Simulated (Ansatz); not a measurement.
The same calculation of BaTiO3, space group P4mm as a Python script and as an input file (Ansatz's Python interface).

The script, `vcrelax_batio3.py`:
```python
"""Relax cell and ions of BaTiO3."""

import itertools
import warnings

import ansatz as az
from ase import Atoms
from ase.io import write
from ase.neighborlist import neighbor_list
import numpy as np

def edges_and_angles(cell):
    cell = np.asarray(cell)
    a, b, c = np.linalg.norm(cell, axis=1)
    cosines = cell[1] @ cell[2] / (b * c), cell[0] @ cell[2] / (a * c), cell[0] @ cell[1] / (a * b)
    return (a, b, c, *np.degrees(np.arccos(cosines)))


def main() -> None:
    warnings.simplefilter("ignore", az.DeckWarning)

    xtal = (
        az.Lattice.from_parameters(3.9998, 3.9998, 4.018, alpha=90.0, beta=90.0, gamma=90.0)
        .atom("Ba", (0.0, 0.0, 0.0))
        .atom("Ti", (0.5, 0.5, 0.49))
        .atom("O", (0.5, 0.5, 0.019))
        .atom("O", (0.5, 0.0, 0.517))
        .atom("O", (0.0, 0.5, 0.517))
    )

    # every cell quantity that the symmetry leaves free
    job = (
        xtal.calculation()
        .functional("pbesol")
        .basis(420)
        .occupations(az.OccupationsMethod.FIXED)
        .kpoints(6, 6, 6)
        .relax(cell=True, stress_tolerance=0.1)
        .band_table()
        .density()
    )
    steps = []


    def follow(event):
        if event["event"] != "relax_step":
            return
        row = event["data"]
        steps.append(row)
        print(f"step {row['step']:3d}  E = {row['lagrangian_ev']:.5f} eV  largest force component = {row['allowed_force_max_ev_ang']:.4f} eV/A  P = {row['pressure_gpa']:.3f} GPa")


    done = job.session().plan(threads=1).execute(on_event=follow)
    report = done.report

    first, last = steps[0], steps[-1]
    symbols = [site.symbol for site in done.lattice.sites]
    print(f"energy gained {first['lagrangian_ev'] - last['lagrangian_ev']:.4f} eV in {len(steps) - 1} steps")
    for label, vectors in (("before", first["cell_ang"]), ("after", done.lattice.cell_ang)):
        print(label, "a b c (A) {:.4f} {:.4f} {:.4f}  angles {:.2f} {:.2f} {:.2f}".format(*edges_and_angles(vectors)), f" V = {abs(np.linalg.det(vectors)):.3f} A^3")
    print("final stress xx yy zz (GPa, compression positive):", np.round(np.diag(report["stress_gpa"]), 3) + 0.0)

    print("atom   start x y z (A)              end x y z (A)")
    for symbol, a, b in zip(symbols, first["positions_ang"], last["positions_ang"]):
        print(f"{symbol:3s}", " ".join(f"{v:8.4f}" for v in a), "  ", " ".join(f"{v:8.4f}" for v in b))

    print("relaxed fractional positions")
    for site in done.lattice.sites:
        print(f"  {site.symbol:2s}", " ".join(f"{v % 1:8.5f}" for v in np.round(site.position_frac, 5)))

    relaxed = Atoms(symbols, positions=[site.position_ang for site in done.lattice.sites], cell=done.lattice.cell_ang, pbc=True)
    write("relaxed.vasp", relaxed, format="vasp")

    final = Atoms(symbols, positions=last["positions_ang"], cell=done.lattice.cell_ang, pbc=True)
    i, j, d = neighbor_list("ijd", final, 4.5)
    print("neighbours within 1.1 times the shortest distance of each atom (A)")
    for atom in range(len(final)):
        near = [m for m in np.argsort(d) if i[m] == atom]
        shell = [m for m in near if d[m] < 1.1 * d[near[0]]]
        print(f"{symbols[atom]}{atom} ({len(shell)}):", ", ".join(f"{symbols[j[m]]} {d[m]:.3f}" for m in shell))

    n_atoms = len(report["lattice"]["sites"])
    print("F =", round(report["free_energy_ev"], 4), "eV for", n_atoms, "atoms")
    print("E(sigma -> 0) =", round(report["energy_sigma0_ev"], 4), "eV, TS =", round(report["entropy_ts_ev"], 5), "eV")
    print("closed by", report["closed_by"], "after", report["n_iterations"], "iterations")

    edges = report.get("band_edges_ev")
    if edges:
        print(f"band edges on the mesh: {edges[0]:.3f} and {edges[1]:.3f} eV, gap {edges[1] - edges[0]:.3f} eV")
    else:
        print("no band edges reported (a metal, or a gap too narrow for this smearing); Fermi level", round(report["fermi_energy_ev"], 3), "eV")

    # valence electrons inside a sphere about each atom
    rho = done.density()
    total = sum(channel.density_e_per_ang3 for channel in rho.channels[:2])
    grid_cell = np.asarray(rho.fft_grid_basis) @ done.lattice.cell_ang
    mesh = np.stack(np.meshgrid(*[np.arange(n) / n for n in rho.dims], indexing="ij"), axis=-1)
    for site in done.lattice.sites:
        offset = mesh - site.position_ang @ np.linalg.inv(grid_cell)
        offset -= offset.round()
        distance = np.min([np.linalg.norm((offset + shift) @ grid_cell, axis=-1) for shift in itertools.product((-1, 0, 1), repeat=3)], axis=0)
        inside = [total[distance < radius].sum() * rho.cell_volume_ang3 / total.size for radius in (0.8, 1.0, 1.2)]
        print(site.symbol, "electrons within 0.8, 1.0, 1.2 A:", np.round(inside, 2))


if __name__ == "__main__":
    main()
```

```console
$ python vcrelax_batio3.py
step   1  E = -10027.45394 eV  largest force component = 0.3551 eV/A  P = -3.840 GPa
step   2  E = -10027.47862 eV  largest force component = 0.1225 eV/A  P = 0.248 GPa
step   3  E = -10027.47872 eV  largest force component = 0.1511 eV/A  P = 0.037 GPa
step   4  E = -10027.47914 eV  largest force component = 0.1412 eV/A  P = -0.048 GPa
step   5  E = -10027.48004 eV  largest force component = 0.1049 eV/A  P = -0.161 GPa
step   6  E = -10027.48154 eV  largest force component = 0.0140 eV/A  P = 0.001 GPa
step   7  E = -10027.48152 eV  largest force component = 0.0032 eV/A  P = -0.025 GPa
step   8  E = -10027.47861 eV  largest force component = 0.0034 eV/A  P = -0.114 GPa
step   9  E = -10027.47876 eV  largest force component = 0.0012 eV/A  P = 0.008 GPa
step  10  E = -10027.47865 eV  largest force component = 0.0012 eV/A  P = 0.006 GPa
energy gained 0.0247 eV in 9 steps
before a b c (A) 3.9998 3.9998 4.0180  angles 90.00 90.00 90.00  V = 64.282 A^3
after a b c (A) 3.9555 3.9555 4.0438  angles 90.00 90.00 90.00  V = 63.269 A^3
final stress xx yy zz (GPa, compression positive): [0.002 0.002 0.014]
atom   start x y z (A)              end x y z (A)
Ba    0.0000   0.0000   0.0000     -0.0000  -0.0000  -0.0077
Ti    1.9999   1.9999   1.9688      1.9778   1.9778   1.9526
O     1.9999   1.9999   0.0763      1.9778   1.9778   0.1125
O     1.9999   0.0000   2.0773      1.9778   0.0000   2.0911
O     0.0000   1.9999   2.0773      0.0000   1.9778   2.0911
relaxed fractional positions
  Ba  0.00000  0.00000  0.99808
  Ti  0.50000  0.50000  0.48287
  O   0.50000  0.50000  0.02781
  O   0.50000  0.00000  0.51712
  O   0.00000  0.50000  0.51712
neighbours within 1.1 times the shortest distance of each atom (A)
Ba0 (12): O 2.774, O 2.774, O 2.774, O 2.774, O 2.800, O 2.800, O 2.800, O 2.800, O 2.884, O 2.884, O 2.884, O 2.884
Ti1 (5): O 1.840, O 1.983, O 1.983, O 1.983, O 1.983
O2 (1): Ti 1.840
O3 (2): Ti 1.983, Ti 1.983
O4 (2): Ti 1.983, Ti 1.983
F = -10027.4787 eV for 5 atoms
E(sigma -> 0) = -10027.4787 eV, TS = 0.0 eV
closed by deck_thresholds after 7 iterations
band edges on the mesh: 10.452 and 12.301 eV, gap 1.849 eV
Ba electrons within 0.8, 1.0, 1.2 A: [2.67 4.69 6.4 ]
Ti electrons within 0.8, 1.0, 1.2 A: [ 7.92  9.15 10.23]
O electrons within 0.8, 1.0, 1.2 A: [4.88 5.98 6.84]
O electrons within 0.8, 1.0, 1.2 A: [4.89 5.93 6.8 ]
O electrons within 0.8, 1.0, 1.2 A: [4.89 5.93 6.8 ]
```

`input.yaml`:
```yaml
crystal:
  lattice: { a: 3.9998, b: 3.9998, c: 4.018, alpha: 90.0, beta: 90.0, gamma: 90.0 }
  atoms:
    - { symbol: Ba, position: [0.0, 0.0, 0.0] }
    - { symbol: Ti, position: [0.5, 0.5, 0.49] }
    - { symbol: O, position: [0.5, 0.5, 0.019] }
    - { symbol: O, position: [0.5, 0.0, 0.517] }
    - { symbol: O, position: [0.0, 0.5, 0.517] }
basis:
  ecutwfc: 420.0
kpoints:
  mp_grid: { grid: [6, 6, 6] }
hamiltonian:
  xc: pbesol
scf:
  occupations: { method: fixed }
relax:
  cell: { stress_tol: 0.1 }
output:
  write_density: true
  eigenvalues: true
```

The program run on that file:
```console
$ ansatz run input.yaml --threads 1 --pin off --max-ram 3072MiB --backend cpu --events-out ev --progress --plain --runs-dir out
Engine: ansatz 0.2.0, aarch64-unknown-linux-gnu
Pseudopotentials: kind: paw
Pseudopotential: Ba, paw, valence charge 10, recommended cutoff 420 eV (normal), Ba.paw.azcp
Pseudopotential: Ti, paw, valence charge 12, recommended cutoff 420 eV (normal), Ti.paw.azcp
Pseudopotential: O, paw, valence charge 6, recommended cutoff 420 eV (normal), O.paw.azcp
Functional definition: PBEsol
  exchange = pbesol_x
  correlation = pbesol_c
Crystal: 5 atoms, lattice volume = 64.282 Å³
Basis set: ecut = 420 eV, 1237 PW (Γ), exchange–correlation on 54×54×54 points (8 copies of the dense FFT grid, shifted against one another)
Bands: 25, of which v1, the nominal top of the filled ones, is band 20 counted from 1 (19 counted from 0)
Symmetry: 8 space group operations
Space group: P4mm (ITA 99), of the structure as read, at distance tolerance 4.0e-5 Å
k-points: 40 of 216 (time reversal used)
Non-local potential: Ba, projectors of the file, l = 0: 3, l = 1: 2, l = 2: 2, l = 3: 2
Non-local potential: Ti, projectors of the file, l = 0: 3, l = 1: 2, l = 2: 3, l = 3: 1
Non-local potential: O, projectors of the file, l = 0: 2, l = 1: 2, l = 2: 1
PAW form: soft (Blöchl's): semilocal exchange-correlation on the pseudo side does not see the compensation charge
PAW frozen core: Ba, regenerated for the run's functional, and the local potential with it (the file was generated under x = pbe(κ = 0.804, μ = 0.2195149727645171), c = pbe(β = 0.06672455060314922))
PAW frozen core: Ti, regenerated for the run's functional, and the local potential with it (the file was generated under x = pbe(κ = 0.804, μ = 0.2195149727645171), c = pbe(β = 0.06672455060314922))
PAW frozen core: O, regenerated for the run's functional, and the local potential with it (the file was generated under x = pbe(κ = 0.804, μ = 0.2195149727645171), c = pbe(β = 0.06672455060314922))
PAW one-centre angular grid: Ba, 194 points (default); XC on 64 Gauss nodes
PAW one-centre angular grid: Ti, 590 points (default); XC on 64 Gauss nodes
PAW one-centre angular grid: O, 110 points (default); XC on 64 Gauss nodes
Initial density: superposition of atomic densities (neutral atoms: chi_scale 0, normalization atom), corrected by the library's trained network
Initial wavefunctions: pseudopotential atomic-orbital guess
Functional: x = pbesol(κ = 0.804, μ = 0.12345679012345678), c = pbesol(β = 0.046)
SCF iter   1: F=—  HF=-10027.489459 eV  |F-HF|=—  |Δ(HF+E_count)|=         —  Δρ=1.72e-2  dr2=1.64e-1  ethr=1.77e-3  ⟨swp⟩=4.3  Hψ=4217  notcnv=0  defer=81
preconditioner: auto → Resta (q_TF=auto, 2.521 Å⁻¹)  ε∞=5.9  [insulator: Δε(μ)=1.596 eV  Ē_g=11.846 eV  n_scr=18 (ndim 8)  ℏωp=26.2 eV  f_vac=0.000  ε∞_Penn≈5.9]
SCF iter   2: F=—  HF=-10027.462984 eV  |F-HF|=—  |Δ(HF+E_count)|=   2.65e-2  Δρ=8.70e-3  dr2=4.85e-2  ethr=4.11e-4  ⟨swp⟩=2.1  Hψ=1838  notcnv=0  defer=91
SCF iter   3: F=—  HF=-10027.454549 eV  |F-HF|=—  |Δ(HF+E_count)|=   8.44e-3  Δρ=1.94e-3  dr2=2.19e-3  ethr=1.21e-4  ⟨swp⟩=2.6  Hψ=1469  notcnv=0  defer=97
SCF iter   4: F=—  HF=-10027.454230 eV  |F-HF|=—  |Δ(HF+E_count)|=   3.19e-4  Δρ=6.45e-4  dr2=1.83e-4  ethr=5.48e-6  ⟨swp⟩=2.2  Hψ=1838  notcnv=0  defer=113
SCF iter   5: F=—  HF=-10027.454274 eV  |F-HF|=—  |Δ(HF+E_count)|=   4.34e-5  Δρ=2.62e-4  dr2=4.03e-5  ethr=4.57e-7  ⟨swp⟩=2.5  Hψ=1637  notcnv=0  defer=115
SCF iter   6: F=—  HF=-10027.453943 eV  |F-HF|=—  |Δ(HF+E_count)|=   3.30e-4  Δρ=7.08e-5  dr2=3.08e-6  ethr=1.01e-7  ⟨swp⟩=2.0  Hψ=1494  notcnv=0  defer=40
SCF iter   7: F=—  HF=-10027.453944 eV  |F-HF|=—  |Δ(HF+E_count)|=   1.30e-6  Δρ=4.36e-5  dr2=1.25e-6  ethr=7.69e-9  ⟨swp⟩=2.0  Hψ=1730  notcnv=0  defer=40
SCF iter   8: F=-10027.453944 eV  HF=-10027.453944 eV  |F-HF|=9.88e-9  |Δ(HF+E_count)|=   1.07e-7  Δρ=8.39e-6  dr2=3.84e-8  ethr=2.50e-10  ⟨swp⟩=10.1  Hψ=6218  notcnv=0
SCF 1 converged in 8 iterations: F = -10027.453944 eV  dr2 = 3.84e-8
  greatest PAW one-centre occupation: 0.999 electrons in one spin orbital (limit 2), on the Ti atom at site 1 (counted from 0), in its partial waves of l = 0
relax step   1: F+E_penalty+E_count = -10027.45394437 eV  Δ(F+E_penalty+E_count) = +0.000e0 eV  max|allowed force component| = 3.551e-1 eV/Å  Δτ_max = 0.0000 Å  P = -3.840 GPa  Ω = 64.282 Å³  (8 SCF iters, dr2 threshold 1.00e-7 eV, accepted)
Crystal: 5 atoms, lattice volume = 62.827 Å³
Basis set: ecut = 420 eV, 1221 PW (Γ), exchange–correlation on 54×54×54 points (8 copies of the dense FFT grid, shifted against one another)
Initial density: handed on by an earlier stage of this run
Initial wavefunctions: those handed on with the density
iter 1 solved again at ethr=8.76e-6 eV; its pass at ethr=3.10e-3 eV (dr2=3.50e-3 eV) is discarded
SCF iter   1: F=—  HF=-10027.479624 eV  |F-HF|=—  |Δ(HF+E_count)|=         —  Δρ=2.73e-3  dr2=3.64e-3  ethr=8.76e-6  ⟨swp⟩=2.0  Hψ=4972  notcnv=0  defer=72
preconditioner: auto → Resta (q_TF=auto, 2.531 Å⁻¹)  ε∞=5.8  [insulator: Δε(μ)=1.859 eV  Ē_g=12.078 eV  n_scr=18 (ndim 8)  ℏωp=26.5 eV  f_vac=0.000  ε∞_Penn≈5.8]
SCF iter   2: F=—  HF=-10027.479098 eV  |F-HF|=—  |Δ(HF+E_count)|=   5.27e-4  Δρ=1.40e-3  dr2=1.24e-3  ethr=8.76e-6  ⟨swp⟩=2.1  Hψ=1650  notcnv=0  defer=115
SCF iter   3: F=—  HF=-10027.478931 eV  |F-HF|=—  |Δ(HF+E_count)|=   1.66e-4  Δρ=5.83e-4  dr2=1.85e-4  ethr=3.10e-6  ⟨swp⟩=2.0  Hψ=1405  notcnv=0  defer=114
SCF iter   4: F=—  HF=-10027.478615 eV  |F-HF|=—  |Δ(HF+E_count)|=   3.16e-4  Δρ=1.66e-4  dr2=2.04e-5  ethr=4.64e-7  ⟨swp⟩=2.5  Hψ=1665  notcnv=0  defer=45
SCF iter   5: F=—  HF=-10027.478615 eV  |F-HF|=—  |Δ(HF+E_count)|=   4.01e-7  Δρ=4.92e-5  dr2=1.45e-6  ethr=5.11e-8  ⟨swp⟩=2.0  Hψ=1460  notcnv=0  defer=75
SCF iter   6: F=—  HF=-10027.478615 eV  |F-HF|=—  |Δ(HF+E_count)|=   1.92e-7  Δρ=3.22e-5  dr2=5.05e-7  ethr=1.25e-9  ⟨swp⟩=9.7  Hψ=5675  notcnv=0
SCF iter   7: F=-10027.478615 eV  HF=-10027.478615 eV  |F-HF|=5.09e-9  |Δ(HF+E_count)|=   3.31e-8  Δρ=4.61e-6  dr2=8.89e-9  ethr=1.25e-9  ⟨swp⟩=4.6  Hψ=3679  notcnv=0
[... 88 lines left out ...]
basis re-selected at this cell: Δ(F+E_penalty+E_count) = +1.112e-4 eV, ΔP = -0.002 GPa vs the last step (what re-selecting the basis moved, of the pressure what is left beyond the Pulay correction that the steps carried, after the strain that the cell walked since its last selection, with what the two solves' SCF thresholds leave and, on support functions, [...]
SCF converged after 7 iterations
Free energy (F): -10027.478653 eV
Harris-Foulkes:  -10027.478653 eV  (|F-HF|=1.09e-11)
Internal energy: -10027.478653 eV  (E = F + TS)
E sigma→0 (E₀):  -10027.478653 eV
Fermi energy:    10.451792 eV
--- Per-component energies (eV) ---
  E_band       = -135.568733
  E_kinetic    = 969.310871
  E_local      = -2088.649503  (includes V_loc(G=0)·N_el)
  E_nonlocal   = 207.216998
  E_hartree    = 815.077273
  E_xc         = -486.619458
  E_vxc        = -543.586580  (∫ρ·V_xc dr)
  E_paw        = -6617.075882  (= ΣΔE_a)
  E_vpaw       = -310.022514  (= ΣTr[D̂ρ^β])
  E_aug_tail   = 0.007449  (compensation charges beyond the density's cutoff)
  E_ewald      = -2827.143081
  E_core_change = 0.396681  (= ΣΔE_core)
  E_smearing   = -0.000000  (= −TS)
  E_closure    = -0.000000  (closes the sum)
  Σ components = -10027.478653   (vs F -10027.478653, Δ=0.00e0)
--- Forces (eV/Å), atoms counted from 1 ---
  atom   1  Ba     0.00000000     0.00000000    -0.00004564
  atom   2  Ti     0.00000000     0.00000000    -0.00008722
  atom   3  O      0.00000000     0.00000000    -0.00115958
  atom   4  O     -0.00000000    -0.00000000     0.00064721
  atom   5  O      0.00000000     0.00000000     0.00064721
  max |Σ_I F_I| component: 1.98e-6 eV/Å
--- Stress (GPa, compression-positive) ---
        0.001825       0.000000      -0.000000
        0.000000       0.001825      -0.000000
       -0.000000      -0.000000       0.013678
  P = ⅓ Tr σ = 0.0058 GPa (0.058 kbar)
--- Band table (eV; the first three rows and the last of 40) ---
  k-point 0: bands = ["-45.6909", "-22.1115", "-22.0410", "-22.0410", "-14.2278", "-6.4396", "-5.8015", "-5.7268", "0.5460", "0.5903", "0.5903", "8.0581", "8.1088", "8.1088", "8.9849", "8.9849", "9.1594", "9.9948", "10.0822", "10.0822", "12.3006", "12.6775", "12.6775", "14.7330", "14.8398"]
  k-point 1: bands = ["-45.6907", "-22.1238", "-22.0405", "-22.0405", "-14.1980", "-6.4664", "-5.7819", "-5.7190", "0.6287", "0.6287", "0.6774", "7.6069", "8.0123", "8.0123", "8.7617", "8.7617", "8.9463", "9.4905", "10.0007", "10.0007", "12.3320", "13.0676", "13.0676", "14.7296", "15.4463"]
  k-point 2: bands = ["-45.6903", "-22.1483", "-22.0395", "-22.0395", "-14.1372", "-6.6034", "-5.7033", "-5.6397", "0.7085", "0.7085", "0.9377", "6.7581", "7.7478", "7.7478", "8.4910", "8.4910", "8.5761", "8.7454", "9.8387", "9.8387", "12.3966", "13.7806", "13.7806", "14.7290", "16.3566"]
  k-point 39: bands = ["-45.6880", "-22.1527", "-22.0965", "-22.0965", "-13.9345", "-5.6183", "-5.4614", "-5.4614", "-0.2365", "-0.2365", "-0.1314", "5.8698", "6.5433", "6.5778", "7.9540", "8.0126", "8.0126", "10.2305", "10.2305", "10.4518", "14.7693", "14.7693", "14.8185", "16.9590", "17.1611"]
--- Relaxed structure (8 steps of the walk, 8 accepted, 2 SCFs on fresh bases) ---
  F+E_penalty+E_count = -10027.47865273 eV   max|allowed force component| = 1.160e-3 eV/Å   (the final SCF, on the basis selected at the relaxed cell)
  cell:  # Å, volume = 63.2689 Å³
    - [3.955501808550474, 1.484164105309384e-18, 5.8296254855599944e-18]
    - [2.436887955484546e-16, 3.955501808550474, 3.4149252680096862e-18]
    - [2.491628692283458e-16, 2.4673718157543387e-16, 4.043776717734351]
  atoms:
    - { symbol: Ba, position: [-2.0180841389596072e-19, -7.469524811551213e-20, -0.001916459698984126] }
    - { symbol: Ti, position: [0.5000000000000001, 0.49999999999999994, 0.4828719790869912] }
    - { symbol: O, position: [0.49999999999999994, 0.5, 0.027808873254482842] }
    - { symbol: O, position: [0.49999999999999994, 4.591474069708584e-21, 0.5171178036787549] }
    - { symbol: O, position: [1.240504748064184e-20, 0.49999999999999994, 0.5171178036787549] }
```

What to keep in mind:
- Absolute energies stand on the zero of these potentials, so only differences at equal settings mean something. A total without «per atom» is that of the cell as typed.
- Spin is left out of this run.
- Semilocal gaps usually lie well under measured ones.
- Under fixed occupations the level called the Fermi level is the highest filled one on the SCF mesh; off the mesh a filled band can lie a little above it.
- Energies along a relaxation are free energies. Rows at an unchanged volume are solved on a plane-wave basis chosen afresh for that cell, so the energy jumps there and such rows are no steps of the walk.
- Of the deposited cell: the entry's cell lengths or inner coordinates differ somewhat from later room-temperature determinations.
- Grid values close to the nuclei reflect the PAW or pseudopotential construction, not the all-electron fields.
- The structure is a deposited one; some such entries were measured under pressure or heat, so a shift against it needn't be the functional's error alone.
- Levels are Kohn-Sham eigenvalues on this mesh, without spin-orbit coupling.
- The whole script took 87 s on 1 thread of Arm Neoverse V2 (shared host), peak memory 0.52 GiB.
